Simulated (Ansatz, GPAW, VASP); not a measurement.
# One calculation of InAs, 4 ways

```
In As
1.0
     0.00000    3.01800    3.01800
     3.01800    0.00000    3.01800
     3.01800    3.01800    0.00000
In As
1 1
Direct
  0.00000 0.00000 0.00000
  0.75000 0.75000 0.75000
```

Alike in all runs: task band structure; functional PBE; k mesh 6 × 6 × 6; occupations fermi-dirac, width 0.05 eV; no spin polarisation; no spin-orbit coupling. A missing gap at this level doesn't show that the real crystal is a metal. Pressure is positive in compression and, in plane waves, holds the error of the finite cutoff.

```csv
program and potentials,plane-wave cutoff (eV),notes,band gap (eV),pressure (GPa)
"GPAW, GPAW PAW data sets (gpaw-data 1.2.1)",600,-,no gap,4.11
"Ansatz, all-electron LAPW, scalar-relativistic",-,-,no gap,4.37
"VASP, PBE PAW files As, In_d, 520 eV",520,-,no gap,4.42
"GPAW, PAW data sets generated for this functional",600,-,no gap,4.11
```

None finds a gap. The pressure spans 4.11 (GPAW, GPAW PAW data sets (gpaw-data 1.2.1)) to 4.42 GPa (VASP, PBE PAW files As, In_d, 520 eV), with all-electron results at 4.37.

Differences between rows come from potentials, basis sets and numerical settings, since the functional is the same but for its coding. Runs on potential files found faulty are left out.
